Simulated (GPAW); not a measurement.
# FeO (Wuestite) (Fm-3m) in GPAW: further runs

One crystal, FeO (Wuestite), is run at these levels: PBE; tasks: single point.

Program: GPAW 26.7.0. These are calculated values, not measurements. Logs are shortened: lines on timing, memory, paths and dates and some standing lists are left out, and cuts for length are marked. The log counts tension as positive stress, the text compression.

## (1) The structure

It takes space group Fm-3m (No. 225, cubic). The conventional cell has a = 4.311 Å, b = 4.311 Å, c = 4.311 Å, α = 90.00°, β = 90.00°, γ = 90.00°. Fe (site symmetry m-3m) is surrounded by 6 O at 2.16 Å. Around O (site symmetry m-3m) lie 6 Fe at 2.16 Å.

## (2) Single point, PBE, collinear spin, ferromagnetic start

The input, run.py:

```python
from ase.dft.bandgap import bandgap
from ase.io import read, write
from ase.units import GPa
from gpaw import GPAW, PW

atoms = read('POSCAR')
atoms.set_initial_magnetic_moments([3.0, 0.0])

calc = GPAW(mode=PW(800),
            xc='PBE',
            kpts={'size': (11, 11, 11), 'gamma': True},
            occupations={'name': 'methfessel-paxton', 'order': 0, 'width': 0.023},
            nbands=17,
            convergence={'density': 1e-05, 'energy': 1e-05},
            maxiter=150,
            txt='gpaw.txt')
atoms.calc = calc
energy = atoms.get_potential_energy()
forces = atoms.get_forces()
stress = atoms.get_stress()
calc.write('gs.gpw')
write('result.traj', atoms)
print(f'Energy: {energy:.6f} eV')
print('Forces (eV/A):')
print(forces.round(4))
print('Stress (GPa):', (stress / GPa).round(3))
print('Moments:', calc.get_magnetic_moments().round(3))
print('Fermi level:', round(calc.get_fermi_level(), 4), 'eV')
print(f'Gap: {bandgap(calc)[0]:.4f} eV, direct: {bandgap(calc, direct=True)[0]:.4f} eV')
```

The input, POSCAR:

```
FeO
1.0
    0.0000000000      2.1554000000      2.1554000000
    2.1554000000      0.0000000000      2.1554000000
    2.1554000000      2.1554000000      0.0000000000
Fe O
1 1
Direct
    0.0000000000      0.0000000000      0.0000000000
    0.5000000000      0.5000000000      0.5000000000
```

Potentials or basis: GPAW PAW data sets (gpaw-data 1.2.1), pw.

On the command line:

```sh
> OMP_NUM_THREADS=1 python run.py
```

gpaw.txt:

```text
__  _  _
 | _ |_)|_||  |
 |__||  | ||/\| - 26.7.0

Input parameters:
  mode=PW(ecut=800.0),
  convergence={'density': 1e-05, 'energy': 1e-05},
  kpts=MonkhorstPack(size=(11, 11, 11), gamma=True),
  maxiter=150,
  nbands=17,
  occupations=Occupations(name='methfessel-paxton', order=0, width=0.023),
  xc=XC(name='PBE')

Diagonalizing LCAO Hamiltonian
Converting LCAO to pw mode

              O

       Fe

Atoms  # Å, Bohr magnetons
|   | symbol |        x |        y |        z |    initial magnetic moments |
|---|--------|----------|----------|----------|-----------------------------|
| 0 |     Fe | 0.000000 | 0.000000 | 0.000000 | ( 0.0000,  0.0000,  3.0000) |
| 1 |      O | 2.155400 | 2.155400 | 2.155400 | ( 0.0000,  0.0000,  0.0000) |

Unit cell  # Å
| periodic |        x |        y |        z |  lengths |    angles |
|----------|----------|----------|----------|----------|-----------|
|      yes | 0.000000 | 2.155400 | 2.155400 | 3.048196 | 60.000000 |
|      yes | 2.155400 | 0.000000 | 2.155400 | 3.048196 | 60.000000 |
|      yes | 2.155400 | 2.155400 | 0.000000 | 3.048196 | 60.000000 |

Number of symmetries: 48
Symmetry operations  # r_c * U_cc + t_c -> r_c
|    | kind |            matrix            |
|----|------|------------------------------|
|  0 |  σ   |  1, 0, 0,  1, 0,-1,  1,-1, 0 |
|  1 |  C2  |  1, 0, 0,  1,-1, 0,  1, 0,-1 |
|  2 |  E   |  1, 0, 0,  0, 1, 0,  0, 0, 1 |
|  3 |  σ   |  1, 0, 0,  0, 0, 1,  0, 1, 0 |
|  4 |  C4  |  1, 0,-1,  1, 0, 0,  1,-1, 0 |
|  5 |  S6  |  1, 0,-1,  1,-1, 0,  1, 0, 0 |
|  6 |  σ   |  1, 0,-1,  0, 1,-1,  0, 0,-1 |
|  7 |  C3  |  1, 0,-1,  0, 0,-1,  0, 1,-1 |
|  8 |  S6  |  1,-1, 0,  1, 0, 0,  1, 0,-1 |
|  9 |  C4  |  1,-1, 0,  1, 0,-1,  1, 0, 0 |
| 10 |  C3  |  1,-1, 0,  0,-1, 1,  0,-1, 0 |
| 11 |  σ   |  1,-1, 0,  0,-1, 0,  0,-1, 1 |
| 12 |  σ   |  0, 1, 0,  1, 0, 0,  0, 0, 1 |
| 13 |  C4  |  0, 1, 0,  0, 1,-1, -1, 1, 0 |
| 14 |  C3  |  0, 1, 0,  0, 0, 1,  1, 0, 0 |
| 15 |  S6  |  0, 1, 0, -1, 1, 0,  0, 1,-1 |
| 16 |  C2  |  0, 1,-1,  1, 0,-1,  0, 0,-1 |
| 17 |  σ   |  0, 1,-1,  0, 1, 0, -1, 1, 0 |
| 18 |  S4  |  0, 1,-1,  0, 0,-1,  1, 0,-1 |
| 19 |  C4  |  0, 1,-1, -1, 1, 0,  0, 1, 0 |
| 20 |  C3  |  0, 0, 1,  1, 0, 0,  0, 1, 0 |
| 21 |  σ   |  0, 0, 1,  0, 1, 0,  1, 0, 0 |
| 22 |  S6  |  0, 0, 1,  0,-1, 1, -1, 0, 1 |
| 23 |  C4  |  0, 0, 1, -1, 0, 1,  0,-1, 1 |
| 24 |  S4  |  0, 0,-1,  1, 0,-1,  0, 1,-1 |
| 25 |  C3  |  0, 0,-1,  0, 1,-1,  1, 0,-1 |
| 26 |  C2  |  0, 0,-1,  0,-1, 0, -1, 0, 0 |
| 27 |  S6  |  0, 0,-1, -1, 0, 0,  0,-1, 0 |
| 28 |  S4  |  0,-1, 1,  1,-1, 0,  0,-1, 0 |
| 29 |  C4  |  0,-1, 1,  0, 0, 1, -1, 0, 1 |
| 30 |  C2  |  0,-1, 1,  0,-1, 0,  1,-1, 0 |
| 31 |  σ   |  0,-1, 1, -1, 0, 1,  0, 0, 1 |
| 32 |  C3  |  0,-1, 0,  1,-1, 0,  0,-1, 1 |
| 33 |  S6  |  0,-1, 0,  0, 0,-1, -1, 0, 0 |
| 34 |  S4  |  0,-1, 0,  0,-1, 1,  1,-1, 0 |
| 35 |  C2  |  0,-1, 0, -1, 0, 0,  0, 0,-1 |
| 36 |  C2  | -1, 1, 0,  0, 1, 0,  0, 1,-1 |
| 37 |  S6  | -1, 1, 0,  0, 1,-1,  0, 1, 0 |
| 38 |  S4  | -1, 1, 0, -1, 0, 1, -1, 0, 0 |
| 39 |  C3  | -1, 1, 0, -1, 0, 0, -1, 0, 1 |
| 40 |  S6  | -1, 0, 1,  0, 0, 1,  0,-1, 1 |
| 41 |  C2  | -1, 0, 1,  0,-1, 1,  0, 0, 1 |
| 42 |  C3  | -1, 0, 1, -1, 1, 0, -1, 0, 0 |
| 43 |  S4  | -1, 0, 1, -1, 0, 0, -1, 1, 0 |
| 44 |  C2  | -1, 0, 0,  0, 0,-1,  0,-1, 0 |
| 45 |  i   | -1, 0, 0,  0,-1, 0,  0, 0,-1 |
| 46 |  σ   | -1, 0, 0, -1, 1, 0, -1, 0, 1 |
| 47 |  C2  | -1, 0, 0, -1, 0, 1, -1, 1, 0 |

BZ-sampling:
  Number of BZ points: 1331
  Number of IBZ points: 56

  Monkhorst-Pack size: [11, 11, 11]
  Monkhorst-Pack shift: [0, 0, 0]

K-points  # in reciprocal-cell coordinates
|     |                                coordinates |     weight |
|-----|--------------------------------------------|------------|
|   0 | (  0.00000000,   0.00000000,   0.00000000) | 0.00075131 |
|   1 | (  0.09090909,   0.09090909,   0.00000000) | 0.00450789 |
|   2 | (  0.09090909,   0.09090909,   0.09090909) | 0.00601052 |
|   3 | (  0.18181818,   0.09090909,   0.09090909) | 0.00901578 |
|   4 | (  0.18181818,   0.18181818,   0.00000000) | 0.00450789 |
|   5 | (  0.18181818,   0.18181818,   0.09090909) | 0.01803156 |
|   6 | (  0.18181818,   0.18181818,   0.18181818) | 0.00601052 |
|   7 | (  0.27272727,   0.18181818,   0.09090909) | 0.01803156 |
|   8 | (  0.27272727,   0.18181818,   0.18181818) | 0.01803156 |
|   9 | (  0.27272727,   0.27272727,   0.00000000) | 0.00450789 |
| ... |                                            |            |
|  55 | (  0.45454545,   0.45454545,   0.45454545) | 0.00601052 |

Plane wave coefficients: 1039
Cutoff: 800.0 eV

Spin-components: 2 (collinear spins)
Bands:           17
Projectors:      11
Spin-degeneracy: 1
Datatype:        complex128

Parallelization:
  kpt:    1
  domain: 1
  band:   1

Density:
  Valence electrons: 14.0
  Components: 2
  Grid points: [20 20 20]
  Charge: 0.0  # |e|

Potential:
  Grid points: [20 20 20]

species:
  Fe:
    name:    Iron
    Z:       26.0
    valence: 8
    core:    18
    charge:  0.0  # [|e|]
    compensation charges:
      type: gauss
      rc: 0.33  # [Å]
      lmax: 2
    cutoffs:
      filter: 2.06  # [Å]
      core: 2.67  # [Å]
    projectors
    | kind |    occ | energy [eV] | rcut [Å] |
    |------|--------|-------------|----------|
    |   4s |  2.000 |      -5.291 |    1.164 |
    |   4p |  0.000 |      -1.326 |    1.058 |
    |   3d |  6.000 |      -7.505 |    1.058 |
    |    s |        |      21.920 |    1.164 |
    |    p |        |      25.885 |    1.058 |
    |    d |        |      19.706 |    1.058 |

    Using partial waves for Fe as LCAO basis

  O:
    name:    Oxygen
    Z:       8.0
    valence: 6
    core:    2
    charge:  0.0  # [|e|]
    compensation charges:
      type: gauss
      rc: 0.21  # [Å]
      lmax: 2
    cutoffs:
      filter: 1.17  # [Å]
      core: 0.83  # [Å]
    projectors
    | kind |    occ | energy [eV] | rcut [Å] |
    |------|--------|-------------|----------|
    |   2s |  2.000 |     -23.961 |    0.688 |
    |   2p |  4.000 |      -9.029 |    0.598 |
    |    s |        |       3.251 |    0.688 |
    |    p |        |      18.182 |    0.598 |
    |    d |        |       0.000 |    0.619 |

    Using partial waves for O as LCAO basis

Reference energy: -36660.306901  # eV

eigensolver:
  PPCG
  Converge bands: occupied
  niter=2

density mixing:
  MSR1-Mixer
  Pratt-step length: 0.05
  Maximum mixing coefficient: 0.75
  Old densities: 10
  SVD Regularization: 0.005
  Good broyden scale: 1.0
  Trust region scale: 1.0
  Backstep threshold: 4.0
  History deletion threshold: 6.0
  Fourier metric: weight=20.0, sigma=0.015

occupation numbers:
  Methfessel-Paxton:
    width: 0.0230  # eV
    order: 0

poisson solver:
  ecut: 6400.0  # eV

xc functional:
  name: PBE with 2 nearest neighbor stencil

convergence criteria:
- Maximum integral of absolute [dens]ity change: 1e-05 electrons / valence electron
- Maximum [total energy] change in last 3 cyles: 1e-05 eV / valence electron
- Maximum integral of absolute [eigenst]ate change: 4e-08 eV^2 / valence electron
maximum number of iterations: 150

SCF iterations
|iter     | |      energy | eigst |  dens |  magmom |
|---------|-|-------------|-------|-------|---------|
|iter:   1| |  -16.393681 | -0.08 |       |  +3.0024|
|iter:   2| |  -16.173583 | -2.01 | -0.73 |  +3.0524|
|iter:   3| |  -15.861064 | -1.73 | -0.76 |  +3.5955|
|iter:   4| |  -15.908425 | -2.58 | -1.26 |  +3.8669|
|iter:   5| |  -15.919837 | -3.54 | -1.67 |  +4.0008|
|iter:   6| |  -15.918698 | -4.13 | -2.25 |  +4.0075|
|iter:   7| |  -15.918921 | -4.88 | -2.61 |  +4.0039|
|iter:   8| |  -15.918956 | -5.68 | -3.10 |  +4.0018|
|iter:   9| |  -15.918957c| -7.06 | -3.69 |  +4.0013|
|iter:  10| |  -15.918957c| -7.97c| -4.61 |  +4.0014|
|iter:  11| |  -15.918957c| -8.55c| -5.04c|  +4.0015|

Converged in 11 steps
Energy contributions relative to reference atoms: (reference = -36660.306901)

Energy contributions:
  Kinetic:          28.011773
  Coulomb:         -24.728098
  Zero:              0.249770
  External:          0.000000
  Xc:              -19.452123
  Entropy:          -0.000561
  Spinorbit:         0.000000
  ----------------------------
  Free energy:     -15.919238
  Extrapolated:    -15.918957

dipole moment: (-10.344694, -10.344694, -10.344694)  # |e|*Ang

Total magnetic moment: (0.000000, 0.000000, 4.001504)

Local magnetic moments
|        x |        y |        z |
|----------|----------|----------|
| 0.000000 | 0.000000 | 3.547579 |  # Fe   0
| 0.000000 | 0.000000 | 0.235995 |  # O    1

Fermi level: 9.293
Eigenvalues  # (at kpt = [0.000, 0.000, 0.000])
| band index |      eig [eV] | occ [0-1] |      eig [eV] | occ [0-1] |
|------------|---------------|-----------|---------------|-----------|
|          0 |       -11.546 |     1.000 |       -11.030 |     1.000 |
|          1 |         5.359 |     1.000 |         5.898 |     1.000 |
|          2 |         5.359 |     1.000 |         5.898 |     1.000 |
|          3 |         5.359 |     1.000 |         5.898 |     1.000 |
|          4 |         5.404 |     1.000 |         8.547 |     1.000 |
|          5 |         5.404 |     1.000 |         8.547 |     1.000 |
|          6 |         5.404 |     1.000 |         8.547 |     1.000 |
|          7 |         5.608 |     1.000 |         9.495 |     0.000 |
|          8 |         5.608 |     1.000 |         9.495 |     0.000 |
|          9 |         9.228 |     1.000 |        10.030 |     0.000 |
|         10 |        24.566 |     0.000 |        24.488 |     0.000 |
|         11 |        26.186 |     0.000 |        27.113 |     0.000 |
|         12 |        26.186 |     0.000 |        27.113 |     0.000 |
|         13 |        26.186 |     0.000 |        27.113 |     0.000 |
|         14 |        29.655 |     0.000 |        31.354 |     0.000 |
|         15 |        29.655 |     0.000 |        31.354 |     0.000 |
|         16 |        29.655 |     0.000 |        31.354 |     0.000 |

No gap
No difference between direct/indirect transitions

Forces  # eV/Ang
|        x |       y |        z |
|----------|---------|----------|
|  0.00000 | 0.00000 | -0.00000 |  # Fe   0
| -0.00000 | 0.00000 | -0.00000 |  # O    1

Stress tensor  # eV/Ang^3
|         x |         y |         z |
|-----------|-----------|-----------|
| -0.004729 | -0.000000 |  0.000000 |
| -0.000000 | -0.004729 |  0.000000 |
|  0.000000 |  0.000000 | -0.004729 |

# Writing to gs.gpw (mode='')
```

It took 22 s on 1 thread of Intel Xeon Platinum 8375C at 2.90GHz (Ice Lake), shared host; peak memory 0.19 GiB.

Results:

| Property | Result |
| --- | --- |
| Free energy | -15.9192 eV |
| Pressure | 0.8 GPa |
| Band gap on the k mesh | none (metal or under the smearing width) |
| Net moment | 4.00 μB per cell |
| Site moments | Fe +3.55; O +0.24 μB |

Caveat: a cell with one magnetic atom can't hold antiferromagnetic order, which such compounds often take; semilocal functionals often make such compounds metallic where correlation or magnetic order opens a gap, which also shifts bond lengths.

[end of part 1 of 2]
